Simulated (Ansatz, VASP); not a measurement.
**One calculation of ZnS, two programs**

```
Zn S
1.0
     3.17923    0.00000    0.00000
     0.00000    3.17923    0.00000
     0.00000    0.00000    3.17923
Zn S
1 1
Direct
  0.00000 0.00000 0.00000
  0.50000 0.50000 0.50000
```

The cell was built by a generator and needn't be a form met in nature.

Alike in both runs: task single point; functional HSE06; k mesh 4 × 4 × 4; occupations fermi-dirac, width 0.02 eV; no spin polarisation.

```csv
,VASP,Ansatz
version,VASP 6.6.1,Ansatz 0.2.0
potentials or method,"VASP PAW PBE potentials, release 64 (Zn, S)","plane waves, PAW"
plane-wave cutoff (eV),520,420
valence electrons in the cell,18,18
```

Ansatz gave:

- pressure (GPa): 0.3

Problem. What did VASP give for the same quantities?

Solution. Pressure (GPa): 0.2.

Ansatz warned: «filled_band_counts_differ_across_k_points».

Caveats: the k mesh is coarse (spacing up to 0.49 Å⁻¹), so the values aren't converged, least of all with exact exchange; the PAW data sets were made with another functional, which shifts forces and pressure a little (VASP).
